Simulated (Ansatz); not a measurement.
**Polymorphs of SiMo3**

All numbers below come from DFT PBE, scalar-relativistic, plane waves, PAW (Ansatz). Settings: cutoff 420 eV, Γ-centred meshes spaced at most about 0.3 Å⁻¹, and about 0.25 Å⁻¹ or finer for metals (2π included), Gaussian smearing. No spin polarisation.

The zero of energy is the elements' standard structures at the same level; no fitted shifts are applied.

All energies are static (0 K, no zero-point motion). Only the structures computed here compete, so a lower one can exist.

Invented guesses and database cells were relaxed alike, and ends that match in structure were merged. ΔE counts from the first row. Coordination counts Mo atoms around Si (those within 1.25 times the shortest such distance or 1.15 times the sum of covalent radii; a plus sign parts nearer from farther groups). The ends were matched against large subsets of the Crystallography Open Database and the Materials Project, so a missing match doesn't prove that a structure is unreported.

```csv
#,reached from,type and space group,atoms,Å³/atom,coordination,ΔE (meV/atom),gap on mesh (eV),in databases
1,a cell as deposited in COD,"A15, Pm-3n (No. 223)",8,14.8,Si 12,0,0.00,COD
2,a cell proposed by chemical analogy,"Ni3Sn (D0_19), P6_3/mmc (No. 194)",8,15.0,Si 12,232,0.00,no match
3,HgPb3 type (P4/mmm),P4/mmm (No. 123),4,15.0,Si 10,255,0.00,no match
4,Cu3Au (L1_2) type (Pm-3m),"Cu3Au (L1_2), Pm-3m (No. 221)",4,15.0,Si 12,351,0.00,no match
5,Li3N type (P6/mmm),"anti-Li3N, P6/mmm (No. 191)",4,19.3,Si 2+6,1364,0.00,no match
6,ReO3 type (Pm-3m),"ReO3, Pm-3m (No. 221)",4,23.4,Si 6,2429,0.00,no match
```

The lowest: Space group Pm-3n (No. 223), cubic, a = 4.906 Å. Si is surrounded by 12 Mo at 2.74 Å; Mo has 2 Mo at 2.45 Å, 4 Si at 2.74 Å and 8 Mo at 3.00 Å. Its energy over the elements is −0.32 eV/atom. It is a structure that the Crystallography Open Database (COD) lists.

```yaml
crystal:
  lattice:
    - [4.90645, 0.00000, 0.00000]
    - [0.00000, 4.90645, 0.00000]
    - [0.00000, 0.00000, 4.90645]
  atoms:
    - { symbol: Si, position: [0.50000, 0.50000, 0.50000] }
    - { symbol: Si, position: [0.00000, 0.00000, 0.00000] }
    - { symbol: Mo, position: [0.00000, 0.50000, 0.25000] }
    - { symbol: Mo, position: [0.00000, 0.50000, 0.75000] }
    - { symbol: Mo, position: [0.50000, 0.75000, 0.00000] }
    - { symbol: Mo, position: [0.50000, 0.25000, 0.00000] }
    - { symbol: Mo, position: [0.75000, 0.00000, 0.50000] }
    - { symbol: Mo, position: [0.25000, 0.00000, 0.50000] }
```

The second: Space group P6_3/mmc (No. 194), hexagonal, a = 5.422 Å, c = 4.707 Å. Around Si lie 12 Mo at 2.71–2.82 Å; Mo is surrounded by 8 Mo at 2.70–2.83 Å and 4 Si at 2.71–2.82 Å. Counting Mo atoms around Si, the first and the second both have Si 12. Cells relaxed within their symmetry can be saddle points. Some types were kept out of the candidates beforehand, so the set may lack a known form.
